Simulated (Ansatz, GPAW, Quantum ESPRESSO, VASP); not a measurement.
**Equation of state of HfO2 under PBEsol**

Symmetry: Fm-3m, No. 225, cubic system. The conventional cell has a = 5.115 Å, b = 5.115 Å, c = 5.115 Å, α = 90.00°, β = 90.00°, γ = 90.00°. Hf (site symmetry m-3m) has 8 O at 2.21 Å as nearest neighbours. O (site symmetry -43m) has 4 Hf at 2.21 Å as nearest neighbours.

Measurements of this composition are mostly on another form, of space group No. 14.

The cell was scaled at fixed shape and fractions and run with VASP, PBE PAW files Hf_pv, O, 520 eV; PBEsol, k mesh 9 × 9 × 9 on the cell of 3 atoms, fermi-dirac occupations of 0.05 eV, no spin polarisation, no spin-orbit coupling. The potentials were made for PBE. Energies are those that the program minimises, any entropy of the smearing included.

```csv
V (Å³/atom),energy over the lowest row (meV/atom)
10.4830,0.00
10.7060,1.44
10.9290,10.28
11.1521,?
11.3751,47.14
11.5982,73.84
11.8212,105.28
```

**Question.** Fit the third-order Birch-Murnaghan form, give V0, B0 and B′, and predict the energy left open.

**Answer.** With y = (V0/V)^(2/3), E = E0 + (9 V0 B0/16) [(y - 1)³ B′ + (y - 1)² (6 - 4y)]. Least squares through the rows shown give V0 = 10.5528 Å³/atom, E0 = -0.40 meV, B0 = 271.3 GPa (1 eV/Å³ = 160.218 GPa) and B′ = 4.28, with a largest miss of 0.01 meV. At V = 11.1521 the form with these constants gives 25.74 meV; the run gave 25.75 meV an atom. Other set-ups at this level, from all their volumes (Å³/atom, GPa): GPAW, PAW data sets generated for this functional: V0 10.703, B0 270.9; Ansatz, all-electron LAPW, scalar-relativistic: V0 10.693, B0 264.9; Quantum ESPRESSO, PseudoDojo 0.4.1 SR PBEsol standard: V0 10.553, B0 268.5.
